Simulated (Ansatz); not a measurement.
# Orderings of InGa2As3 on the zinc blende lattice

All numbers below come from Ansatz 0.2.0, DFT PBE, scalar-relativistic, plane waves, PAW. All cells share a 420 eV cutoff and Γ-centred k meshes spaced about 0.3 Å⁻¹ or finer (0.25 for metals, 2π included). No spin polarisation.

These are static total energies at zero pressure. Each row is a relaxed arrangement of In and Ga on shared sites of the zinc blende type. The column n gives the unlike atoms among the 12 nearest shared sites, averaged over those sites; energies count from the lowest row.

```csv
row,space group,source,atoms,n (of 12),V (Å³/atom),gap on mesh (eV),ΔE (meV/atom)
1,P3m1 (No. 156),invented,6,4.00,25.66,0,14.7
2,I-4m2 (No. 119),invented,6,5.33,25.60,0,?
3,Imm2 (No. 44),invented,6,6.67,25.55,0,0.0
```

The cell of row 2:

```
CELL_PARAMETERS angstrom
-2.07938 2.07938 8.88042
2.07938 -2.07938 8.88042
2.07938 2.07938 -8.88042
ATOMIC_POSITIONS crystal
In 0.00000 0.00000 0.00000
Ga 0.32938 0.32938 0.00000
Ga 0.67062 0.67062 0.00000
As 0.25000 0.75000 0.50000
As 0.59198 0.09198 0.50000
As 0.90802 0.40802 0.50000
```

Task: Take rows 1 and 3 to fix a model with nearest pairs alone, and estimate the missing value.

Result: The slope is (0.0 − 14.7)/(6.67 − 4.00) = -5.51 meV/atom for each unlike neighbour. At n = 5.33 that gives 14.7 + (-5.51) × (5.33 − 4.00) = 7.4 meV/atom. The computed value is 6.8 meV/atom, so the model is off by +0.6. For this one row the model comes near; strain from unlike sizes and farther pairs are left out.

The zero gap of P3m1, I-4m2, Imm2 may come from the functional, which often closes small gaps. The one arrangement computed on the wurtzite type lies 5 meV/atom higher than the lowest row. Only small cells were tried; in real samples the shared sites are often disordered. Some candidate types were left out of the draw beforehand, so a known form may be missing.

Across all three orderings, both energy and volume fall as the number of unlike neighbours rises. In and Ga are isovalent and differ little in electronegativity, so the preference probably reflects elastic accommodation more than charge transfer. In–As bonds are longer than Ga–As bonds, and a more even mixing of the cations lets the As atoms shift to satisfy both lengths with less bond bending. The fitted slope would then be an effective quantity that already absorbs much of this relaxation, not a bare chemical attraction between In and Ga.

The vanishing gaps conflict with the known direct-gap semiconducting character of InGaAs alloys. PBE places the s-like conduction-band minimum too low relative to the As p valence states, so the results don't support metallicity induced by ordering. Nor does the preference for unlike neighbours establish stability against separation into InAs and GaAs, since the energies compare only arrangements of the same composition.
